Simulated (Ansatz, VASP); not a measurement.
**One calculation of Al, two programs**

The input INCAR:

```
SYSTEM = Al
AGGAC = 1.0
AGGAX = 1.0
ALDAC = 0.0
ALDAX = 1.0
ALGO = Normal
EDIFF = 1E-7
EDIFFG = -0.01
ENCUT = 600
GGA = B5
IBRION = 2
ISIF = 3
ISMEAR = -1
IVDW = 13
LASPH = .True.
LCHARG = .False.
LREAL = .False.
LWAVE = .False.
NELM = 60
NSW = 40
PREC = Accurate
SIGMA = 0.05
VDW_A1 = 0.44488865
VDW_A2 = 4.0933009
VDW_S6 = 1.0
VDW_S8 = 2.34076671
```

File KPOINTS:

```
k-points
0
Gamma
  11 11 11
  0 0 0
```

Contents of POSCAR:

```
Al
1.0
    0.0000000000      2.0248050000      2.0248050000
    2.0248050000      0.0000000000      2.0248050000
    2.0248050000      2.0248050000      0.0000000000
Al
1
Direct
    0.0000000000      0.0000000000      0.0000000000
```

The input input.yaml:

```yaml
crystal:
  lattice:
    - [0.0, 2.024805, 2.024805]
    - [2.024805, 0.0, 2.024805]
    - [2.024805, 2.024805, 0.0]
  atoms:
    - { symbol: Al, position: [0.0, 0.0, 0.0] }
hamiltonian:
  xc: blyp
  pseudopotentials: { kind: paw }
  dispersion: d4
kpoints:
  mp_grid: { grid: [11, 11, 11] }
scf:
  occupations: { method: fermi_dirac, width: 0.05 }
output:
  forces: true
  stress: true
  write_density: true
  write_potential: true
  elf: true
  volumetric_format: npy
relax:
  f_tol: 0.01
  max_steps: 40
  cell: { stress_tol: 0.05 }
```

Alike in both runs: task relaxation of cell and atoms; functional BLYP; dispersion D4; k mesh 11 × 11 × 11; occupations fermi-dirac, width 0.05 eV; no spin polarisation.

```csv
,VASP,Ansatz
version,VASP 6.6.1,Ansatz 0.2.0
potentials or method,"VASP PAW PBE potentials, release 64 (Al)",Ansatz PAW
plane-wave cutoff (eV),600,420
valence electrons in the cell,3,3
```

Ansatz gave:

* gap on the k mesh at the Fermi level, each at its own relaxed structure (eV): none
* relaxed volume (Å³/atom): 15.85
* relaxed cell length with the largest relative difference (Å): 2.820
* energy change over the relaxation (meV/atom): -8

Q: Which values does VASP return?

A: gap on the k mesh at the Fermi level, each at its own relaxed structure (eV): none; relaxed volume (Å³/atom): 15.87; relaxed cell length with the largest relative difference (Å): 2.821; energy change over the relaxation (meV/atom): -7.

A gap of «none» marks a metal or a gap that the smearing closes.

Caveats: pairwise dispersion overbinds metals, which lowers pressure and volume; the PAW data sets were made with another functional, which shifts forces and pressure a little (VASP); the plane-wave basis is chosen anew once the cell has moved, so the energies of steps on either side of that aren't comparable (Ansatz); the PAW data sets come from PBE, with cores solved anew for the run's functional, which leaves a small shift of forces and pressure (Ansatz).
